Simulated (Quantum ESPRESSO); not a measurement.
# Re under changes of volume

One of the cells (14.714 Å³/atom); the others are scaled copies at fixed shape and fractional positions:

```xyz
2
Lattice="2.7608 0.0000 0.0000 -1.3804 2.3909 0.0000 0.0000 0.0000 4.4582" Properties=species:S:1:pos:R:3 pbc="T T T"
Re    1.3804    0.7970    3.3436
Re    0.0000    1.5939    1.1145
```

```yaml
Program: Quantum ESPRESSO 7.5
Functional: r2SCAN
Potentials_or_basis: SG15 PBE 1.2
Cutoff: 952 eV
Density_cutoff: 3810 eV
k_mesh: 7 × 7 × 4
Occupations: fermi-dirac, width 0.05 eV
Spin: no spin polarisation
```

```csv
volume (Å³/atom),energy over the lowest point (meV/atom),pressure (GPa)
13.831,76.36,28.5
14.125,33.45,18.2
14.420,8.61,8.9
14.714,0.00,0.5
15.008,5.93,-7.0
15.303,24.91,-13.7
15.597,?,?
```

Question: What does the run at 15.597 Å³/atom give?

Answer: Energy over the lowest point 55.57 meV/atom; pressure -19.7 GPa.

Worked out: A Birch-Murnaghan fit of order 3 (a polynomial in V^(-2/3)) to the other rows has its minimum at 14.74 Å³/atom with B0 = V·E''(V) = 392 GPa and B' = 4.5 at fixed shape and positions, which overstates the stiffness. It gives 55.48 meV/atom at 15.597 Å³/atom, against the run's 55.57, and -dE/dV = -19.6 GPa, against -19.7.

Energies are extrapolated to zero smearing.

Caveats: all runs use coarse meshes; the potentials were made for another functional, which shifts forces and pressure.
